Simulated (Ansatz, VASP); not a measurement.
# Ga: VASP beside Ansatz

```
CELL_PARAMETERS angstrom
2.23598 -3.79683 0.00000
2.23598 3.79683 0.00000
0.00000 0.00000 4.49206
ATOMIC_POSITIONS crystal
Ga 0.65599 0.34401 0.41664
Ga 0.84401 0.15599 0.91664
Ga 0.34401 0.65599 0.58336
Ga 0.15599 0.84401 0.08336
```

Alike in both runs: functional PBEsol; k mesh 12 × 12 × 10; occupations gaussian, width 0.1 eV; no spin polarisation.

Ansatz relaxed the structure, and its values are those at the end. VASP's run is a single point on that final structure, the one shown.

|  | VASP | Ansatz |
| --- | --- | --- |
| version | VASP 6.6.1 | Ansatz 0.2.0 |
| potentials or method | VASP PAW PBE potentials, release 64 (Ga_d) | scalar-relativistic, plane waves, PAW |
| plane-wave cutoff (eV) | 520 | 420 |
| valence electrons in the cell | 52 | 52 |

```tsv
	VASP	Ansatz	Ansatz less VASP
gap on the k mesh at the Fermi level (eV)	none	none	-
pressure (GPa)	0.0	0.0	-0.06
rms of the force components (eV/Å)	0.003	0.001	-0.0023
```

A gap of «none» marks a metal or a gap that the smearing closes.

Caveats: the PAW data sets were made with another functional, which shifts forces and pressure a little (VASP).
